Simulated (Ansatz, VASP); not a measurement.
# As in VASP and in Ansatz

```
CELL_PARAMETERS angstrom
-1.67062 1.67062 1.67062
1.67062 -1.67062 1.67062
1.67062 1.67062 -1.67062
ATOMIC_POSITIONS crystal
As 0.00000 0.00000 0.00000
```

Alike in both runs: task single point; functional RPBE; k mesh 15 × 15 × 15; occupations fermi-dirac, width 0.1 eV; no spin polarisation.

|  | VASP | Ansatz |
| --- | --- | --- |
| version | VASP 6.6.1 | Ansatz 0.2.0 |
| potentials or method | VASP PAW PBE potentials, release 64 (As) | plane waves (420 eV) with PAW, scalar-relativistic |
| plane-wave cutoff (eV) | 520 | 420 |
| valence electrons in the cell | 5 | 15 |

```csv
,VASP,Ansatz,Ansatz less VASP
pressure (GPa),3.3,3.3,-0.02
```

The two sets of potentials don't hold the same shells in valence.

Caveats: the PAW data sets were made with another functional, which shifts forces and pressure a little (VASP).
